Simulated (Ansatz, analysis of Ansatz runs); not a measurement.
**Fe on the Ga site in GaP: charge-transition level, PBEsol**

Subject: Fe on the Ga site in GaP. Wanted: its charge-transition level, in one set-up (PBEsol, 64-site cell, PBEsol lattice, 420 eV, k: the single point 1/4 1/4 1/4 then 2x2x2 shifted 0.5 0.5 0.5). The model is a cell of 64 host atoms with 1 Ga taken out and 1 Fe put in. The level is the Fermi energy at which two charge states have equal formation energy, after a correction for the images of the charge. A local or semilocal functional is the cheapest first rung.

What was measured. (0/-1) level above the valence-band top: 0.86 eV, by absorption of a p-i-n diode (quoted in “Electronic structure of transition-atom impurities in GaP”, 1985, V. A. Singh and Alex Zunger, quoting earlier work (1979)). (0/-1) level above the valence-band top: 0.82 eV, by thermal emission rates and capture cross sections (transition enthalpy) (quoted in “Electronic structure of transition-atom impurities in GaP”, 1985, V. A. Singh and Alex Zunger, quoting earlier work (1983)).

Main program and level: Ansatz 0.2.0; plane-wave PAW DFT, PBEsol; relaxation of all atoms of a defect supercell.

This is a report of a sequence of runs, with most program output left out.

**1. Starting point**

The cell holds 64 atoms: 31 Ga, 32 P and 1 Fe. Its edges and angles: a = 10.877 Å, b = 10.877 Å, c = 10.877 Å, α = 90.0°, β = 90.0°, γ = 90.0°. It derives from GaP (space group F-43m). Nearest the centre at fractional (0.500, 0.500, 0.500): Fe57 at 0.00 Å, P23 at 2.35 Å, P61 at 2.35 Å, P16 at 2.35 Å, P38 at 2.35 Å, Ga58 at 3.85 Å, Ga60 at 3.85 Å, Ga59 at 3.85 Å.

The host's primitive cell comes from a first run (plane-wave PAW DFT, PBEsol; relaxation of the host's cell and atoms): vectors of 3.846, 3.846 and 3.846 Å. That is 20.11 Å³ an atom, 0.7 % under the diffraction cell's volume. The supercell is built on it.

**2. Relaxation, charge 0**

Every later number rests on the structure around the defect, so the atoms are relaxed at the host's lattice first.

The input, relax0/input.yaml:

```yaml
relax:
  f_tol: 0.02
  max_steps: 80
  random_displacement: { amplitude: 0.05, seed: 414 }
crystal:
  lattice:
    - [10.87693885, 0.0, 0.0]
    - [0.0, 0.0, -10.87693885]
    - [0.0, 10.87693885, 0.0]
  atoms:
    - { symbol: Ga, position: [0.0, 0.0, 0.0] }
    - { symbol: Ga, position: [0.0, 0.25, 0.25] }
    - { symbol: Ga, position: [0.25, 0.0, 0.25] }
    - { symbol: Ga, position: [0.25, 0.25, 0.0] }
    - { symbol: P, position: [0.125, 0.125, 0.125] }
    - { symbol: P, position: [0.125, 0.375, 0.375] }
    - { symbol: P, position: [0.375, 0.125, 0.375] }
    - { symbol: P, position: [0.375, 0.375, 0.125] }
    - { symbol: Ga, position: [0.0, 0.0, 0.5] }
    - { symbol: Ga, position: [0.0, 0.25, 0.75] }
    - { symbol: Ga, position: [0.25, 0.0, 0.75] }
    - { symbol: Ga, position: [0.25, 0.25, 0.5] }
    - { symbol: P, position: [0.125, 0.125, 0.625] }
    - { symbol: P, position: [0.125, 0.375, 0.875] }
    - { symbol: P, position: [0.375, 0.125, 0.875] }
    - { symbol: P, position: [0.375, 0.375, 0.625] }
    - { symbol: Ga, position: [0.0, 0.5, 0.0] }
    - { symbol: Ga, position: [0.0, 0.75, 0.25] }
    - { symbol: Ga, position: [0.25, 0.5, 0.25] }
    - { symbol: Ga, position: [0.25, 0.75, 0.0] }
    - { symbol: P, position: [0.125, 0.625, 0.125] }
    - { symbol: P, position: [0.125, 0.875, 0.375] }
    - { symbol: P, position: [0.375, 0.625, 0.375] }
    - { symbol: P, position: [0.375, 0.875, 0.125] }
    - { symbol: Ga, position: [0.0, 0.5, 0.5] }
    - { symbol: Ga, position: [0.0, 0.75, 0.75] }
    - { symbol: Ga, position: [0.25, 0.5, 0.75] }
    - { symbol: Ga, position: [0.25, 0.75, 0.5] }
    - { symbol: P, position: [0.125, 0.625, 0.625] }
    - { symbol: P, position: [0.125, 0.875, 0.875] }
    - { symbol: P, position: [0.375, 0.625, 0.875] }
    - { symbol: P, position: [0.375, 0.875, 0.625] }
    - { symbol: Ga, position: [0.5, 0.0, 0.0] }
    - { symbol: Ga, position: [0.5, 0.25, 0.25] }
    - { symbol: Ga, position: [0.75, 0.0, 0.25] }
    - { symbol: Ga, position: [0.75, 0.25, 0.0] }
    - { symbol: P, position: [0.625, 0.125, 0.125] }
    - { symbol: P, position: [0.625, 0.375, 0.375] }
    - { symbol: P, position: [0.875, 0.125, 0.375] }
    - { symbol: P, position: [0.875, 0.375, 0.125] }
    - { symbol: Ga, position: [0.5, 0.0, 0.5] }
    - { symbol: Ga, position: [0.5, 0.25, 0.75] }
    - { symbol: Ga, position: [0.75, 0.0, 0.75] }
    - { symbol: Ga, position: [0.75, 0.25, 0.5] }
    - { symbol: P, position: [0.625, 0.125, 0.625] }
    - { symbol: P, position: [0.625, 0.375, 0.875] }
    - { symbol: P, position: [0.875, 0.125, 0.875] }
    - { symbol: P, position: [0.875, 0.375, 0.625] }
    - { symbol: Ga, position: [0.5, 0.5, 0.0] }
    - { symbol: Ga, position: [0.5, 0.75, 0.25] }
    - { symbol: Ga, position: [0.75, 0.5, 0.25] }
    - { symbol: Ga, position: [0.75, 0.75, 0.0] }
    - { symbol: P, position: [0.625, 0.625, 0.125] }
    - { symbol: P, position: [0.625, 0.875, 0.375] }
    - { symbol: P, position: [0.875, 0.625, 0.375] }
    - { symbol: P, position: [0.875, 0.875, 0.125] }
    - { symbol: Fe, position: [0.5, 0.5, 0.5], spin: 5.0 }
    - { symbol: Ga, position: [0.5, 0.75, 0.75] }
    - { symbol: Ga, position: [0.75, 0.5, 0.75] }
    - { symbol: Ga, position: [0.75, 0.75, 0.5] }
    - { symbol: P, position: [0.625, 0.625, 0.625] }
    - { symbol: P, position: [0.625, 0.875, 0.875] }
    - { symbol: P, position: [0.875, 0.625, 0.875] }
    - { symbol: P, position: [0.875, 0.875, 0.625] }
  host:
    repeats: [2, 2, 2]
    atoms:
      - { symbol: Ga, position: [0.0, 0.0, 0.0] }
      - { symbol: Ga, position: [0.0, 0.5, 0.5] }
      # ... 6 more atoms of the perfect host
basis:
  ecutwfc: 420
  xc_grid: 2
hamiltonian:
  xc: pbesol
kpoints:
  mp_grid: { grid: [1, 1, 1], shift: [0.25, 0.25, 0.25] }
magnetization:
  spin_polarized: true
  initial_magnetization: 5
  spin_locking: { lock_magnetization: hard }
scf:
  occupations: { method: fermi_dirac, width: 0.01 }
  max_iter: 120
output:
  forces: true
  charged_corrections:
    epsilon: 10.63
    static_epsilon: 12.63
    defect_position: [0.5, 0.5, 0.5]
checkpoint:
  write: "../relax0.run"
  compress: false
  write_wavefunctions: true
  write_every: 100000
```

The run is started by

```bash
$ ansatz run input.yaml --threads 4 --pin off --max-ram 7536MiB --backend cpu --events-out ev --progress --plain --runs-dir out
```

Run time: 7.6 min. Hardware: 4 threads of Arm Neoverse V1, shared host; peak memory 4.7 GiB; 30 min of CPU time.

Relaxation path:

| step | energy less that of the first step (eV) | largest force component (eV/Å) |
| --- | --- | --- |
| 1 | 0.0000 | 0.8784 |
| 2 | -0.8925 | 0.3891 |
| 3 | -0.9410 | 0.4656 |
| 4 | -1.0149 | 0.0415 |
| 5 | -1.0138 | 0.0951 |
| 6 | -1.0167 | 0.0075 |

Relaxation step 5 was tried and not accepted.

The atoms that moved most (Å, from the sites as typed, ahead of the random displacement, the mean shift of all atoms taken out):

| atom | dx | dy | dz | length |
| --- | --- | --- | --- | --- |
| P61 | -0.064 | -0.064 | 0.064 | 0.111 |
| P16 | 0.033 | -0.020 | -0.033 | 0.050 |
| P38 | -0.019 | 0.033 | -0.033 | 0.050 |
| P23 | 0.032 | 0.033 | 0.020 | 0.050 |
| Fe57 | -0.020 | -0.020 | 0.019 | 0.035 |
| Ga60 | -0.015 | 0.008 | 0.015 | 0.023 |
| Ga59 | -0.015 | -0.015 | -0.008 | 0.022 |
| Ga58 | 0.008 | -0.015 | 0.014 | 0.022 |

Neighbours of Fe57 at the end:

| atom | distance (Å) |
| --- | --- |
| P61 | 2.278 |
| P23 | 2.294 |
| P38 | 2.295 |
| P16 | 2.295 |
| Ga34 | 3.802 |
| Ga12 | 3.802 |
| Ga19 | 3.802 |
| Ga50 | 3.838 |
| Ga51 | 3.838 |
| Ga28 | 3.838 |
| Ga27 | 3.838 |
| Ga42 | 3.839 |
| Ga44 | 3.839 |
| Ga60 | 3.852 |
| Ga59 | 3.853 |
| Ga58 | 3.853 |

Numbers from this step:

- free energy: -144193.4389 eV
- total moment: 5 μB
- integral of the absolute spin density: 5.040 μB
- spin contamination: 0.03054

The relaxation ends 16 meV an atom lower than the displaced start, with a largest force component of 0.0075 eV/Å.

**3. Relaxation, charge −1**

The input displaces the atoms at random before the relaxation, so that it can leave a symmetric saddle if there is one.

The input, relax1/input.yaml:

```yaml
relax:
  f_tol: 0.02
  max_steps: 80
  random_displacement: { amplitude: 0.05, seed: 414 }
crystal:
  lattice:
    - [10.87693885, 0.0, 0.0]
    - [0.0, 0.0, -10.87693885]
    - [0.0, 10.87693885, 0.0]
  atoms:
    - { symbol: Ga, position: [0.0, 0.0, 0.0] }
    - { symbol: Ga, position: [0.0, 0.25, 0.25] }
[... 13 atom lines left out ...]
    - { symbol: P, position: [0.375, 0.375, 0.625] }
[... 6 atom lines left out ...]
    - { symbol: P, position: [0.375, 0.625, 0.375] }
[... 3 atom lines left out ...]
    - { symbol: Ga, position: [0.25, 0.5, 0.75] }
    - { symbol: Ga, position: [0.25, 0.75, 0.5] }
[... 9 atom lines left out ...]
    - { symbol: P, position: [0.625, 0.375, 0.375] }
[... 3 atom lines left out ...]
    - { symbol: Ga, position: [0.5, 0.25, 0.75] }
[... 1 atom line left out ...]
    - { symbol: Ga, position: [0.75, 0.25, 0.5] }
[... 12 atom lines left out ...]
    - { symbol: Fe, position: [0.5, 0.5, 0.5], spin: 4.0 }
    - { symbol: Ga, position: [0.5, 0.75, 0.75] }
    - { symbol: Ga, position: [0.75, 0.5, 0.75] }
    - { symbol: Ga, position: [0.75, 0.75, 0.5] }
    - { symbol: P, position: [0.625, 0.625, 0.625] }
[... 2 atom lines left out ...]
    - { symbol: P, position: [0.875, 0.875, 0.625] }
  host:
    repeats: [2, 2, 2]
    atoms:
      - { symbol: Ga, position: [0.0, 0.0, 0.0] }
      - { symbol: Ga, position: [0.0, 0.5, 0.5] }
      # ... 6 more atoms of the perfect host
total_charge: -1
basis:
  ecutwfc: 420
  xc_grid: 2
hamiltonian:
  xc: pbesol
kpoints:
  mp_grid: { grid: [1, 1, 1], shift: [0.25, 0.25, 0.25] }
magnetization:
  spin_polarized: true
  initial_magnetization: 4
  spin_locking: { lock_magnetization: hard }
scf:
  occupations: { method: fermi_dirac, width: 0.01 }
  max_iter: 120
output:
  forces: true
  charged_corrections:
    epsilon: 10.63
    static_epsilon: 12.63
    defect_position: [0.5, 0.5, 0.5]
checkpoint:
  write: "../relax1.run"
  compress: false
  write_wavefunctions: true
  write_every: 100000
```

Wall time 12 min (4 threads); peak memory 5.3 GiB.

Step by step:

| step | energy less that of the first step (eV) | largest force component (eV/Å) |
| --- | --- | --- |
| 1 | 0.0000 | 0.9356 |
| 2 | -1.0042 | 0.3445 |
| 3 | -1.1326 | 0.0531 |
| 4 | -1.1340 | 0.0099 |

The atoms that moved most (Å, from the sites as typed, ahead of the random displacement, the mean shift of all atoms taken out):

| atom | dx | dy | dz | length |
| --- | --- | --- | --- | --- |
| P61 | -0.064 | -0.058 | 0.063 | 0.106 |
| P16 | 0.055 | -0.035 | -0.054 | 0.085 |
| P23 | 0.039 | 0.045 | 0.041 | 0.073 |
| P38 | -0.039 | 0.043 | -0.038 | 0.070 |
| Ga12 | 0.030 | 0.025 | -0.030 | 0.049 |
| Ga59 | -0.027 | -0.025 | -0.025 | 0.045 |
| Ga58 | 0.025 | -0.024 | 0.026 | 0.043 |
| Ga60 | -0.027 | 0.018 | 0.027 | 0.042 |

Neighbours of Fe57 at the end:

| atom | distance (Å) |
| --- | --- |
| P38 | 2.270 |
| P23 | 2.271 |
| P61 | 2.272 |
| P16 | 2.276 |
| Ga12 | 3.792 |
| Ga34 | 3.797 |
| Ga19 | 3.800 |
| Ga51 | 3.810 |
| Ga50 | 3.810 |
| Ga44 | 3.819 |
| Ga60 | 3.820 |
| Ga28 | 3.823 |
| Ga59 | 3.830 |
| Ga42 | 3.831 |
| Ga27 | 3.833 |
| Ga58 | 3.834 |

This step gave:

```
free energy                           : -144186.0468 eV
smearing term TS                      : 0.003669 eV
total moment                          : 4 μB
integral of the absolute spin density : 4.102 μB
spin contamination                    : 0.05579
```

The relaxation ends 18 meV an atom lower than the displaced start, with a largest force component of 0.0099 eV/Å.

**4. Single point, charge 0**

The relaxed structure is kept, and the final numbers are taken at the final level and k-points.

This step: plane-wave PAW DFT, PBEsol; single point of a defect supercell.

The input, point0/input.yaml:

```yaml
crystal:
  lattice:
    - [10.87693885, 0.0, 0.0]
    - [0.0, 0.0, -10.87693885]
    - [0.0, 10.87693885, 0.0]
  atoms:
    - { symbol: Ga, position: [0.000409857, 0.000134261, 8.8115e-05] }
    - { symbol: Ga, position: [0.000958036, 0.250438729, 0.250446815] }
[... 9 atom lines left out ...]
    - { symbol: Ga, position: [0.251279323, 0.251014921, 0.501347715] }
[... 3 atom lines left out ...]
    - { symbol: P, position: [0.378292077, 0.37799246, 0.623171916] }
[... 2 atom lines left out ...]
    - { symbol: Ga, position: [0.251225809, 0.5013359, 0.25093931] }
[... 3 atom lines left out ...]
    - { symbol: P, position: [0.378216452, 0.623184895, 0.377973438] }
[... 3 atom lines left out ...]
    - { symbol: Ga, position: [0.250927339, 0.499926873, 0.749624293] }
[... 6 atom lines left out ...]
    - { symbol: Ga, position: [0.501620485, 0.251021059, 0.250975384] }
[... 3 atom lines left out ...]
    - { symbol: P, position: [0.623466221, 0.377988143, 0.377978813] }
[... 18 atom lines left out ...]
    - { symbol: Fe, position: [0.498414568, 0.498219962, 0.498097536], spin: 5.0 }
    - { symbol: Ga, position: [0.500997907, 0.748684889, 0.748633747] }
    - { symbol: Ga, position: [0.748891809, 0.50069533, 0.748596077] }
    - { symbol: Ga, position: [0.748914551, 0.7486049, 0.500746605] }
    - { symbol: P, position: [0.619338557, 0.619100441, 0.619110399] }
[... 2 atom lines left out ...]
    - { symbol: P, position: [0.874452728, 0.874216276, 0.624764537] }
  host:
    repeats: [2, 2, 2]
    atoms:
      - { symbol: Ga, position: [0.0, 0.0, 0.0] }
      - { symbol: Ga, position: [0.0, 0.5, 0.5] }
      # ... 6 more atoms of the perfect host
basis:
  ecutwfc: 420
  xc_grid: 2
hamiltonian:
  xc: pbesol
kpoints:
  mp_grid: { grid: [2, 2, 2], shift: [0.5, 0.5, 0.5] }
magnetization:
  spin_polarized: true
  initial_magnetization: 5
  spin_locking: { lock_magnetization: hard }
scf:
  occupations: { method: fermi_dirac, width: 0.01 }
  max_iter: 120
output:
  forces: true
  charged_corrections:
    epsilon: 10.63
    static_epsilon: 12.63
    defect_position: [0.5, 0.5, 0.5]
  eigenvalues: true
checkpoint:
  read: "../relax0.run"
  write: "../point0.run"
  compress: false
  write_wavefunctions: true
  write_every: 100000
```

It took 5.9 min on 4 threads; peak memory 5.7 GiB.

Read from the output:

| Item | Value |
| --- | --- |
| free energy | -144193.4305 eV |
| total moment | 5 μB |
| integral of the absolute spin density | 5.019 μB |
| spin contamination | 0.03021 |

**5. Single point, charge −1**

This step: plane-wave PAW DFT, PBEsol; single point of a defect supercell.

The input, point1/input.yaml:

```yaml
crystal:
  lattice:
    - [10.87693885, 0.0, 0.0]
    - [0.0, 0.0, -10.87693885]
    - [0.0, 10.87693885, 0.0]
  atoms:
    - { symbol: Ga, position: [0.000399605, 9.5767e-05, 0.000176974] }
    - { symbol: Ga, position: [0.000884844, 0.250758244, 0.250767979] }
[... 9 atom lines left out ...]
    - { symbol: Ga, position: [0.253007991, 0.252715219, 0.502310724] }
[... 3 atom lines left out ...]
    - { symbol: P, position: [0.380300295, 0.379982253, 0.621786084] }
[... 2 atom lines left out ...]
    - { symbol: Ga, position: [0.251912532, 0.503013471, 0.251601954] }
[... 3 atom lines left out ...]
    - { symbol: P, position: [0.3788392, 0.621205823, 0.379161688] }
[... 4 atom lines left out ...]
    - { symbol: Ga, position: [0.251836961, 0.748314613, 0.498941787] }
[... 9 atom lines left out ...]
    - { symbol: P, position: [0.621687584, 0.378491176, 0.378966367] }
[... 11 atom lines left out ...]
    - { symbol: Ga, position: [0.497882417, 0.748265569, 0.251731633] }
[... 6 atom lines left out ...]
    - { symbol: Fe, position: [0.499639605, 0.499037007, 0.497865817], spin: 4.0 }
    - { symbol: Ga, position: [0.502546155, 0.747596153, 0.74781731] }
    - { symbol: Ga, position: [0.747752475, 0.502304742, 0.747718252] }
    - { symbol: Ga, position: [0.747804892, 0.747503581, 0.501624037] }
    - { symbol: P, position: [0.619412617, 0.619236767, 0.619642456] }
[... 2 atom lines left out ...]
    - { symbol: P, position: [0.874437634, 0.874243173, 0.624364895] }
  host:
    repeats: [2, 2, 2]
    atoms:
      - { symbol: Ga, position: [0.0, 0.0, 0.0] }
      - { symbol: Ga, position: [0.0, 0.5, 0.5] }
      # ... 6 more atoms of the perfect host
total_charge: -1
basis:
  ecutwfc: 420
  xc_grid: 2
hamiltonian:
  xc: pbesol
kpoints:
  mp_grid: { grid: [2, 2, 2], shift: [0.5, 0.5, 0.5] }
magnetization:
  spin_polarized: true
  initial_magnetization: 4
  spin_locking: { lock_magnetization: hard }
scf:
  occupations: { method: fermi_dirac, width: 0.01 }
  max_iter: 120
output:
  forces: true
  charged_corrections:
    epsilon: 10.63
    static_epsilon: 12.63
    defect_position: [0.5, 0.5, 0.5]
  eigenvalues: true
checkpoint:
  read: "../relax1.run"
  write: "../point1.run"
  compress: false
  write_wavefunctions: true
  write_every: 100000
```

The job ended after 8 min (4 threads; peak memory 5.7 GiB; 32 min of CPU time).

Read from the output:

* free energy: -144186.0469 eV
* smearing term TS: 0.004829 eV
* total moment: 4 μB
* integral of the absolute spin density: 4.059 μB
* spin contamination: 0.05631

**6. Charge-transition levels**

A charged cell feels its images and has its own zero of potential; this step corrects both and places the level between the host's band edges.

This step: place-levels on PBEsol runs: charge-transition levels with image-charge correction and potential alignment at the atomic sites.

The input, levels.yaml:

```yaml
host:
  run: host.point.run
  levels_from: { run: edges.run }
states: [point0.run, point1.run]
geometry_from:
  point0.run: relax0.run
  point1.run: relax1.run
  host.point.run: host.relax.run
```

The run is started by

```bash
$ ansatz place-levels levels.yaml -- --threads 4 --pin off --max-ram 7536MiB
```

Run time: 0.21 s. Hardware: 4 threads.

Read from the output:

- gap: 1.451 eV

**7. Outcome**

| Quantity | Value |
| --- | --- |
| static dielectric constant used | 12.6 |
| band gap of the host | 1.45 eV |
| (0/-1) level above the valence-band top | 0.44 eV |
| time of the whole chain | 35 min on 4 threads |

**Reading.** (0/-1) level above the valence-band top: computed 0.44 eV, measured 0.86 eV and 0.82 eV; 0.38 eV below the nearest measurement. The level is counted in a gap of 1.45 eV, and the correction is screened by a dielectric constant of 12.6 from a linear-response run on the host (PBEsol). Levels hang on the band edges, which semilocal functionals place too close together. The total moment is locked at the high-spin value, which doesn't force the spin onto the d shell; spin-orbit coupling, which lowers the gap of these hosts' heavier members, is left out. Limits: the total moment of each charge state is locked at an assumed value.

[Logs are printed without paths, hosts, clocks, repeated set-up lines and the standing remarks that a program may print on its own settings, such as how far it seeks lower states.]

[Hosts, paths, dates, database ids (printed as entryN), source tags and the programs' standing remarks are cut or masked in the printed files.]

[For some hosts the program warned that the k-mesh of the response run may be too coarse for force constants and the static dielectric constant; such warnings are not shown here.]
